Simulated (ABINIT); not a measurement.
Input of an ABINIT 10.8.3 (patched build) run:

Contents of run.abi:

```
pp_dirpath "./"
pseudos "Cs.GGA_PBE-JTH.xml"

acell 3*1.0
rprim
     5.6339935632    -8.0868656318     0.2171257523
     5.6861991371     8.1231956166    -0.0205734483
    -4.6838543855    -0.1364193289     8.4242252088
ntypat 1
znucl 55
natom 1
typat 1
xred
     0.0095400000     0.0059200000     0.5081250000
chkprim 0
chksymtnons 0
tolsym 1.0e-6

ecut 20.0
pawecutdg 40.0

kptopt 1
ngkpt 6 6 6
nshiftk 1
shiftk 0.0 0.0 0.0

ixc 11

nband 9
occopt 3
tsmear 0.00183747

nstep 100
tolvrs 1.0e-9

iomode 3
prtwf 0
prtden 0
prteig 0
prtebands 0
prtvol 2
```

Potentials or basis: JTH PAW PBE v2.0.

Command:

```console
$ abinit run.abi > log 2>&1
```

**Question.** Predict the band gap on the k mesh.

**Answer.** None (metal or under the smearing width).

**Question.** Predict the pressure.

**Answer.** -0.1 GPa.

Stress tensor (GPa, compression positive):
```
-0.07  0.00 -0.09
 0.00 -0.06  0.01
-0.09  0.01 -0.12
```

Spin-orbit coupling is left out, which matters for the levels of Cs.
